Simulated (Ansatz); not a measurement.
## BN: energy less free atoms and pressure against volume scale

All results are calculated (Ansatz 0.2.0). Periodic Kohn-Sham DFT of a crystal at fixed atoms, scaled to volume_scale times the given cell; pressure positive in compression, energy less spherical unpolarised free atoms, largest_vzz the field gradient of largest size among the nuclei.

The cell before it is scaled or strained (space group P6_3/mmc, No. 194):
```
BN
1.0
      2.5040     0.0000     0.0000
     -1.2520     2.1685     0.0000
      0.0000     0.0000     6.6612
B N
2 2
Direct
  0.33333 0.66667 0.25000
  0.66667 0.33333 0.75000
  0.33333 0.66667 0.75000
  0.66667 0.33333 0.25000
```

Settings of every row: method all-electron LAPW; functional PBE; relativity scalar; k mesh 11x11x4; filling fermi-dirac; smearing width 0.02 eV; basis error target 1 meV/atom; nucleus gaussian.

Atom start moment: 0 on all atoms.

Limits: a layered crystal: even scaling strains the bonds within the layers, so this curve is stiffer than the crystal under pressure.

| row | volume scale | V (Å³/atom) | energy less free atoms (eV/atom) | pressure (GPa) |
| --- | --- | --- | --- | --- |
| 1 | 0.94 | 8.5 | -8.7556 | 20.375 |
| 2 | 0.96 | 8.681 | -8.7751 | 14.151 |
| 3 | 0.98 | 8.862 | -8.7878 | 8.471 |
| 4 | 0.99 | 8.952 | ? | ? |
| 5 | 1 | 9.043 | -8.7944 | 3.287 |
| 6 | 1.01 | 9.133 | -8.7956 | 0.866 |
| 7 | 1.02 | 9.223 | -8.7954 | -1.448 |
| 8 | 1.04 | 9.404 | -8.7913 | -5.773 |
| 9 | 1.06 | 9.585 | -8.7825 | -9.725 |

Question: what energy less free atoms and pressure should row 4 give?

Worked fit of energy less free atoms. Take u = (V_r/V)^(2/3) − 1 with V_r = 9.088 Å³ an atom, which is twice the finite (Eulerian) strain; such expansions in the strain, on which the Birch-Murnaghan equation of state is built, carry the rest volume and the bulk modulus. The shown rows have u = 0.0456, 0.03102, 0.01693, 0.00331, -0.00329, -0.00978, -0.02253, -0.03487. Least squares give energy less free atoms = −8.79516 + 0.1752 × u + 15.326 × u² − 3.2 × u³ eV/atom; a parabola predicts inner rows, each left out in turn, worse (root mean square 5.8e-05 against 3e-05 eV/atom). All shown rows lie on it to the printed digit. Its lowest point lies at u = -0.0057, or V = 9.166 Å³ an atom, and the curvature there gives the bulk modulus at fixed shape and fractions, B = (4/9)(1 + u)² E″(u)/V = 236 GPa. Letting shape and atoms relax would as a rule lower it, by much in layered, chain or molecular crystals. The withheld row has u = 0.0101, so the fit gives −8.79516 + 0.1752 × (0.0101) + 15.326 × (0.0101)² − 3.2 × (0.0101)³ = -8.7918 eV/atom.

The calculation gave -8.7918 eV/atom. The fit meets it to the printed digit.

Worked fit of pressure. Take u = (V_r/V)^(2/3) − 1 with V_r = 9.088 Å³ an atom, which is twice the finite (Eulerian) strain; such expansions in the strain, on which the Birch-Murnaghan equation of state is built, carry the rest volume and the bulk modulus. The shown rows have u = 0.0456, 0.03102, 0.01693, 0.00331, -0.00329, -0.00978, -0.02253, -0.03487. Least squares give pressure = 2.0583 + 365.505 × u + 791.52 × u² GPa; a straight line predicts inner rows, each left out in turn, worse (root mean square 0.41 against 0.008 GPa). The rows lie off it by 0.004, -0.007, -0.002, 0.010, 0.002, -0.007, 0.002, -0.001 (root mean square 0.0053 GPa). The pressure vanishes at u = -0.0057, or V = 9.166 Å³ an atom, and there the bulk modulus at fixed shape and fractions is B = −V dP/dV = (2/3)(1 + u) dP/du = 236 GPa. Letting shape and atoms relax would as a rule lower it, by much in layered, chain or molecular crystals. The withheld row has u = 0.0101, so the fit gives 2.0583 + 365.505 × (0.0101) + 791.52 × (0.0101)² = 5.831 GPa.

The calculation gave 5.82 GPa. The fit lies 0.011 GPa (0.037 % of the column's range) above it; its largest miss of a shown row is 0.010 GPa.
